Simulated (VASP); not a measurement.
# MoS2 in VASP: single point with LDA

Aim: the single point of MoS2 with LDA.

Program: VASP 6.6.1. These are calculated values, not measurements. Logs are shortened: lines on timing, memory, paths and dates and some standing lists are left out, and cuts for length are marked.

### 1 Starting point

The cell holds a sheet with vacuum, 3 atoms: a = 3.192 Å, b = 3.192 Å, c = 21.130 Å, α = 90.00°, β = 90.00°, γ = 120.00°.

The cell was built by a generator and needn't be a form met in nature.

### 2 Single point, LDA

Input file INCAR:

```
SYSTEM = MoS2
PREC = Accurate
ENCUT = 520
EDIFF = 1E-7
ISMEAR = -1
SIGMA = 0.05
LREAL = .FALSE.
LASPH = .TRUE.
NELM = 80
ALGO = Normal
ISIF = 2
LWAVE = .FALSE.
LCHARG = .FALSE.
```

Input file KPOINTS:

```
Automatic mesh
0
G
  12 12 1
  0 0 0
```

Input file POSCAR:

```
MoS2
1.0
    3.1916000000      0.0000000000      0.0000000000
   -1.5958000000      2.7640070000      0.0000000000
    0.0000000000      0.0000000000     21.1300000000
S Mo
2 1
Direct
    0.6666670000      0.3333340000      0.4264340000
    0.6666670000      0.3333340000      0.5735650000
    0.3333330000      0.6666670000      0.5000000000
```

Potentials or basis: VASP PAW LDA potentials, release 64 (S, Mo_sv).

Started as:

```
cat potpaw_LDA.64/S/POTCAR potpaw_LDA.64/Mo_sv/POTCAR > POTCAR
mpirun -np 1 vasp_std > vasp.out
```

OUTCAR:

```text
SYSTEM = MoS2
   PREC = Accurate
   ENCUT = 520
   EDIFF = 1E-7
   ISMEAR = -1
   LREAL = .FALSE.
   LASPH = .TRUE.
   NELM = 80
   ISIF = 2

 ion  position               nearest neighbor table
   1  0.667  0.333  0.426-   3 2.41   3 2.41   3 2.41
   2  0.667  0.333  0.574-   3 2.41   3 2.41   3 2.41
   3  0.333  0.667  0.500-   2 2.41   2 2.41   2 2.41   1 2.41   1 2.41   1 2.41

  LATTYP: Found a hexagonal cell.
 ALAT       =     3.1916000000
 C/A-ratio  =     6.6205038225

  Lattice vectors:

 A1 = (   3.1916000000,   0.0000000000,   0.0000000000)
 A2 = (  -1.5958000000,   2.7640070000,   0.0000000000)
 A3 = (   0.0000000000,   0.0000000000,  21.1300000000)

Analysis of symmetry for initial positions (statically):
=====================================================================
 Subroutine PRICEL returns:
 Original cell was already a primitive cell.

 Routine SETGRP: Setting up the symmetry group for a
 hexagonal supercell.

 Subroutine GETGRP returns: Found 12 space group operations
 (whereof 12 operations were pure point group operations)
 out of a pool of 24 trial point group operations.

The static configuration has the point symmetry D_3h.

Analysis of symmetry for dynamics (positions and initial velocities):
=====================================================================
 Subroutine PRICEL returns:
 Original cell was already a primitive cell.

 Routine SETGRP: Setting up the symmetry group for a
 hexagonal supercell.

 Subroutine GETGRP returns: Found 12 space group operations
 (whereof 12 operations were pure point group operations)
 out of a pool of 24 trial point group operations.

The dynamic configuration has the point symmetry D_3h.

 Subroutine INISYM returns: Found 12 space group operations
 (whereof 12 operations are pure point group operations),
 and found     1 'primitive' translations

----------------------------------------------------------------------------------------

                                     Primitive cell

  volume of cell :     186.4005

  direct lattice vectors                    reciprocal lattice vectors
     3.191600000  0.000000000  0.000000000     0.313322471  0.180896792  0.000000000
    -1.595800000  2.764007000  0.000000000     0.000000000  0.361793584  0.000000000
     0.000000000  0.000000000 21.130000000     0.000000000  0.000000000  0.047326077

  length of vectors
[... 77 lines left out ...]
   NELM   =     80;   NELMIN=  2; NELMDL= -5     # of ELM steps
   EDIFF  = 0.1E-06   stopping-criterion for ELM
   LREAL  =      F    real-space projection
   EDIFFG = 0.1E-05   stopping-criterion for IOM
   NSW    =      0    number of steps for IOM
   IBRION =     -1    ionic relax: 0-MD 1-quasi-New 2-CG
   NFREE  =      0    steps in history (QN), initial steepest desc. (CG)
   ISIF   =      2    stress and relaxation
   ISYM   =      2    0-nonsym 1-usesym 2-fastsym
   POTIM  = 0.5000    time-step for ionic-motion
   TEBEG  =    0.0;   TEEND  =   0.0 temperature during run
   PSTRESS=    0.0 pullay stress
   NELECT =      26.0000    total number of electrons
   NUPDOWN=      -1.0000    fix difference up-down
   EMIN   =  10.00;   EMAX   =-10.00  energy-range for DOS
   EFERMI =   0.00;   METHOD = LEGACY
   ISMEAR =    -1;   SIGMA  =   0.05  broadening in eV -4-tet -1-fermi 0-gaus
   EFERMI_NEDOS =   21; number of points for ismear=-14 and -15
   IALGO  =     38    algorithm
   IMIX   =      4    mixing-type and parameters
     AMIX     =   0.40;   BMIX     =  1.00
     AMIX_MAG =   1.60;   BMIX_MAG =  1.00
  volume/ion in A,a.u.               =      62.13       419.30
  Fermi-wavevector in a.u.,A,eV,Ry     =   0.849018  1.604411  9.807510  0.720832
  Thomas-Fermi vector in A             =   1.964773
   LORBIT       =      0    0 simple, 1 ext, 2 COOP (PROOUT), +10 PAW based schemes
   GGA     = CA    functional components
   LHFCALC =     F    Hartree Fock is set to
   AEXX    =    0.0000 exact exchange contribution
   IVDW    =     0    specifies the selected vdW correction
   LEPSILON=     F    determine dielectric tensor
   LRPA    =     F    only Hartree local field effects (RPA)
 non-spin polarized calculation
  energy-cutoff  :      520.00
  volume of cell :      186.40
 maximum number of plane-waves:      5064
 NGX is ok and might be reduce to    24
   NGX = 11   NGY = 11   NGZ = 79

 number of electron      25.9999999 magnetization

 Free energy of the ion-electron system (eV)
  ---------------------------------------------------
  ext. energy  EPLUGINS =         0.00000000
  ---------------------------------------------------
  free energy    TOTEN  =       -24.30894926 eV

  energy without entropy =      -24.30894925  energy(sigma->0) =      -24.30894926

 E-fermi :  -1.6412     XC(G=0):  -3.6845

 val. band max:       -2.4416789701   @ k =   0.0000   0.0000   0.0000
 cond. band min:      -0.8685570855   @ k =   0.3333   0.3333   0.0000
 fundamental gap:      1.5731218846
 Fermi energy:        -1.6412339835

 k-point     1 :       0.0000    0.0000    0.0000
  band No.  band energies     occupation
      1     -62.9855      2.00000
      2     -37.3234      2.00000
      3     -37.1136      2.00000
      4     -37.1135      2.00000
      5     -16.4677      2.00000
      6     -15.1278      2.00000
[... 357 lines left out ...]
      4     -37.2399      2.00000
      5     -14.3342      2.00000
      6     -14.2466      2.00000
[... 9 lines left out ...]
     16       1.0637      0.00000
     17       2.3532      0.00000

------------------------ aborting loop because EDIFF is reached ----------------------------------------

  FORCE on cell =-STRESS in cart. coord.  units (eV):
  Direction    XX          YY          ZZ          XY          YZ          ZX
  --------------------------------------------------------------------------------------
  -------------------------------------------------------------------------------------
  Total       -2.5582704     -2.5582709     -1.5164470     -0.0000000     -0.0000000     -0.0000000
  in kB      -21.9892253    -21.9892304    -13.0343908     -0.0000000     -0.0000000     -0.0000000
  external PRESSURE =     -19.0042821 kB  Pullay stress =       0.0000000 kB

 VOLUME and BASIS-vectors are now :
 -----------------------------------------------------------------------------
  energy-cutoff  :      520.00
  volume of cell :      186.40
      direct lattice vectors                 reciprocal lattice vectors
     3.191600000  0.000000000  0.000000000     0.313322471  0.180896792  0.000000000
    -1.595800000  2.764007000  0.000000000     0.000000000  0.361793584  0.000000000
     0.000000000  0.000000000 21.130000000     0.000000000  0.000000000  0.047326077

 POSITION                                       TOTAL-FORCE (eV/Angst)
 -----------------------------------------------------------------------------------
      1.59580      0.92134      9.01055         0.000000      0.000000      0.479768
      1.59580      0.92134     12.11943         0.000000      0.000000     -0.479768
     -0.00000      1.84267     10.56500        -0.000000     -0.000000      0.000000
 -----------------------------------------------------------------------------------
    total drift:                                0.002863     -0.003460      0.017639

  FREE ENERGIE OF THE ION-ELECTRON SYSTEM (eV)
  ---------------------------------------------------
  free  energy   TOTEN  =       -24.3089492628 eV

  energy  without entropy=      -24.3089492529  energy(sigma->0) =      -24.30894926
```

Run time: 52 s. Hardware: 1 thread of AMD EPYC 9R45 (Zen 5), shared host; peak memory 0.22 GiB.

Results:

| Quantity | Value |
| --- | --- |
| Free energy | -24.3089 eV |
| Largest force | 0.480 eV/Å |
| Band gap on the k mesh | 1.57 eV, indirect (least direct gap 1.65 eV) |

Forces on the atoms (eV/Å):
```
S    0.000  0.000  0.480
S    0.000  0.000 -0.480
Mo   0.000  0.000  0.000
```
